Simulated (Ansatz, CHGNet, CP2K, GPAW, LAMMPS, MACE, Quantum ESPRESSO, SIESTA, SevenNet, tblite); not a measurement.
# How far do other methods lie from plane waves? Liquid Al2O3 at 2500 K (95 atoms)

One geometry of liquid Al2O3 at 2500 K (95 atoms) is solved by several programs and methods. How far do their forces lie from a plane-wave PBE run?

Results are calculated, not measured.

## Step 1: The cell

The cell holds 95 atoms (38 Al and 57 O), with edges of 10.46, 10.46 and 10.46 Å. Recipe: 95 atoms (38 Al, 57 O) placed at random at 2.81 g/cm³, melted at 4500 K for 20 ps at fixed volume with the Morse and Coulomb pair potential with partial charges (Pedone, Malavasi, Menziani, Cormack and Segre, J. Phys. Chem. B 110, 11780 (2006)). Snapshot at the end of a hold of 20 ps at 2500 K and fixed volume. The density is 2.81 g/cm³.

## Step 2: The reference input

Quantum ESPRESSO 7.5: Kohn-Sham DFT, PBE, SSSP efficiency 1.3.0 pseudopotentials, plane waves. Its input, pw.in:

```
&control
  calculation = 'scf'
  pseudo_dir = './pseudo'
  outdir = './tmp'
  disk_io = 'none'
  tprnfor = .true.
  tstress = .true.
/
&system
  ibrav = 0
  nat = 95
  ntyp = 2
  ecutwfc = 60
  ecutrho = 480
  nosym = .true.
  occupations = 'smearing'
  smearing = 'fd'
  degauss = 0.003675
/
&electrons
  conv_thr = 4.8e-07
  electron_maxstep = 100
  mixing_beta = 0.4
  mixing_mode = 'plain'
  diagonalization = 'david'
/
ATOMIC_SPECIES
Al 26.982 Al.upf
O 15.999 O.upf
CELL_PARAMETERS angstrom
10.46110 0.00000 0.00000
0.00000 10.46110 0.00000
0.00000 0.00000 10.46110
ATOMIC_POSITIONS crystal
Al 0.31092 0.51954 0.21712
Al 0.72508 0.71464 0.51916
Al 0.26028 0.24210 0.79901
Al 0.88878 0.06937 0.19112
[... 89 atom lines left out ...]
O 0.25267 0.15125 0.94798
O 0.92510 0.98806 0.00654
K_POINTS gamma
```

```console
$ OMP_NUM_THREADS=1 mpirun -np 4 pw.x -in pw.in > output.txt
```

Run time: 3.1 min. Hardware: 4 MPI ranks of Arm Neoverse V2, shared host; peak memory 4.2 GiB; 12 min of CPU time.

It converged with an r.m.s. force component of 2.8 eV/Å and a pressure of 4.8 GPa.

Its highest filled and lowest empty levels lie 1.41 eV apart on its k-points.

## Step 3: The other programs

- CHGNet: machine-learned potential, published weights.
- CP2K 2026.2: Gaussian basis with GTH pseudopotentials and a plane-wave density; labels give functional, basis (MOLOPT sets; SR short-range, UZH the newer set with its own potentials), grid cutoff/relative cutoff and solver (OT: orbital transformation; TRS4, TC2, SIGN: linear-scaling purification with its sparsity filter), or its built-in tight binding.
- GPAW 26.7.0: PAW with atomic orbitals (LCAO), plane waves or a real-space grid of spacing h.
- MACE: machine-learned potential, published weights.
- Quantum ESPRESSO 7.5: plane waves; labels (QE) give functional, pseudopotential set and cutoffs of waves/density.
- SIESTA 5.4.2: numerical atomic orbitals, whose automatically made sets are far from complete, with PseudoDojo norm-conserving potentials that we converted to its format (checked against plane waves on the same files for H, C, O, Si, Ge and Ca alone); labels give functional, basis size, energy shift and mesh cutoff.
- SevenNet: machine-learned potential, published weights.
- tblite 0.8.0: extended tight binding, driven from Python.

All use the same cell and atoms, and the electronic-structure runs the same k-mesh.

## Step 4: Side by side

Differences are against the reference: forces as r.m.s. over components, share as that over the reference's r.m.s. force, slope as the fitted ratio of a run's forces to the reference's.

```csv
run,"Δ force, r.m.s. (meV/Å)",share (%),slope,Δ pressure (GPa),Δ gap (eV),cores,CPU time,memory (GiB)
reference,-,-,-,-,-,4,12 min,4.2
CHGNet r2SCAN potential,594,21.2,0.813,-7.09,-,1,3.3 s,1.4
"CP2K PBE, DZVP-MOLOPT-SR, 600/50 Ry, OT DIIS",181,6.46,0.951,-1.13,-0.0786,4,9.7 min,2.8
"CP2K PBE, SZV-MOLOPT-SR, 600/50 Ry, OT DIIS (coarse)",598,21.3,1.123,14.2,-0.537,2,5.4 min,1.6
"GPAW PBE, LCAO dzp, h 0.18 Å",283,10.1,1.065,-,-0.109,2,5.4 min,2.3
"GPAW PBE, LCAO dzp, h 0.18 Å, other mixer settings",283,10.1,1.065,-,-0.109,2,7.1 min,2.2
"GPAW PBE, LCAO szp(dzp), h 0.18 Å (coarse)",278,9.92,1.064,-,-0.213,1,3.8 min,1.9
MACE MPA-0 medium potential,139,4.95,0.972,-0.153,-,1,7.5 s,1.2
"QE PBE, sssp-1.3.0-efficiency, 35/280 Ry (coarse)",10.0,0.357,1.000,-11.3,-0.0086,2,6.2 min,1.8
"SIESTA PBE, DZ, shift 0.01 Ry, mesh 500 Ry (coarse)",710,25.3,1.186,7.66,-0.253,2,3.5 min,1.7
"SIESTA PBE, DZP, shift 0.01 Ry, mesh 500 Ry",214,7.64,1.054,2.20,-0.0751,2,9.7 min,2.9
SevenNet 0 potential,162,5.78,0.976,-1.00,-,1,6.9 s,1.0
tblite GFN1-xTB,810,28.9,0.767,16.1,-,1,7.8 s,0.13
```

Rows marked coarse were listed beforehand as settings not expected to be converged; some can still land near the reference.

Times of the machine-learned potentials are mostly Python's start and the loading of weights.

Runs without a result: CP2K PBE, DZVP-MOLOPT-SR, 600/50 Ry, TRS4 filter 1e-07, SCF 1e-07 (not converged); CP2K PBE, DZVP-MOLOPT-SR, 600/50 Ry, TRS4 filter 1e-05, SCF 1e-06 (not converged).

CPU time is summed over cores on shared hosts, so it is rough.

## Step 5: What came out

Forces lie from 0.36 % (QE PBE, sssp-1.3.0-efficiency, 35/280 Ry, coarse) to 29 % (tblite GFN1-xTB) of the reference's r.m.s. force of 2.8 eV/Å away from it. The PBE runs in local orbitals, coarse settings apart, differ by 6.5 % (CP2K PBE, DZVP-MOLOPT-SR, 600/50 Ry, OT DIIS) to 10 % (GPAW PBE, LCAO dzp, h 0.18 Å); basis, grid and potentials can all enter. Tight binding differs by 29 % (tblite GFN1-xTB); it is another model, with fitted parameters of its own, and the xTB methods hold dispersion. Machine-learned potentials differ by 5.0 % (MACE MPA-0 medium potential) to 21 % (CHGNet r2SCAN potential); they were trained on other programs' data, some at another functional.

Runs with settings chosen to be coarse differ by 0.36 % (QE PBE, sssp-1.3.0-efficiency, 35/280 Ry) to 25 % (SIESTA PBE, DZ, shift 0.01 Ry, mesh 500 Ry), their programs' other errors included. SIESTA PBE, DZ, shift 0.01 Ry, mesh 500 Ry stiffens the forces by a factor of 1.19 while following their directions (correlation 0.990); the slopes of the 2 SIESTA runs lie between 1.05 and 1.19. Pressures at PBE, coarse settings apart, lie -1.13 to +2.20 GPa from the reference's. Gaps at PBE, coarse settings apart, lie -0.11 to -0.08 eV from the reference's.

**Limits.** Periodic xTB results under one method name differ between programs and library versions. The reference's pressure holds the uncorrected Pulay stress of its 60 Ry basis, so small pressure differences may be the reference's own error. The frame stands for 2500 K, but pressures are static and levels are smeared at 580 K. Machine-learned potentials mimic data converged in k, so the reference's own k-point error enters their differences. The network of bonds at the start is that of the classical potential that made the cell, and needn't be the one that DFT or experiment would give. The reference's stress is far from hydrostatic: its diagonal is 3.6, 3.5, 7.3 GPa, compression counted positive. The electronic-structure runs sample only Γ, in a cell whose shortest periodic width is 10 Å. Where levels are smeared, the DFT runs use Fermi–Dirac occupations at 580 K (0.05 eV), and energies are free energies. The reference's cutoffs and mesh weren't converged further here.

[Logs are printed without paths, hosts, clocks, repeated set-up lines and the standing remarks that a program may print on its own settings, such as how far it seeks lower states.]

[Hosts, paths, dates, database ids (printed as entryN), source tags and the programs' standing remarks are cut or masked in the printed files.]

[Cells were taken only where this reference lay near another plane-wave run.]
